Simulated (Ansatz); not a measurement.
Crystal: Cu.

```
Cu
1.0
    -0.02617    1.82451    1.79422
     1.75391    0.00876    1.75929
     1.80838    1.84405   -0.04571
Cu
1
Direct
  0.99985 0.99990 0.00194
```

The cell isn't the ideal one: cell strained at random at fixed volume.

| Item | Value |
| --- | --- |
| Program | Ansatz 0.2.0 |
| Task | relaxation of cell and atoms |
| Functional | PBE |
| Dispersion | D4 |
| Potentials or basis | all-electron LAPW, inner shells corrected to Dirac's equation |
| Basis error allowed | 0.001 eV/atom |
| k mesh | 13 × 13 × 13 |
| Occupations | methfessel-paxton, width 0.01 eV |
| Spin | no spin polarisation |
| Hubbard terms | Cu d U = 6 eV |

At the start: volume 11.81 Å³/atom.

Question: How do energy, volume and symmetry change on relaxing?

Answer: Over 7 steps the energy falls by 15.4 meV/atom and the volume is 11.40 Å³/atom (-3.5 %); space group I4/mmm (No. 139, to 0.05 Å).

The path:
| step | energy change (eV) | largest force (eV/Å) | volume (Å³) |
| --- | --- | --- | --- |
| 1 | 0.0000 | 0.0000 | 11.81 |
| 2 | -0.0106 | 0.0000 | 11.58 |
| 3 | -0.0151 | 0.0000 | 11.35 |
| 4 | -0.0153 | 0.0000 | 11.40 |
| 5 | -0.0154 | 0.0000 | 11.40 |
| 6 | -0.0154 | 0.0000 | 11.40 |
| 7 | -0.0154 | 0.0000 | 11.40 |

Final structure:
```xyz
1
Lattice="-0.0001 1.7927 1.7927 1.7729 -0.0005 1.7928 1.7723 1.7928 -0.0005" Properties=species:S:1:pos:R:3 pbc="T T T"
Cu    0.0033    0.0032   -0.0004
```

Caveat: U is the effective U less J, on atomic orbitals that reach past the spheres; the U is typed as a test and isn't derived for this compound.
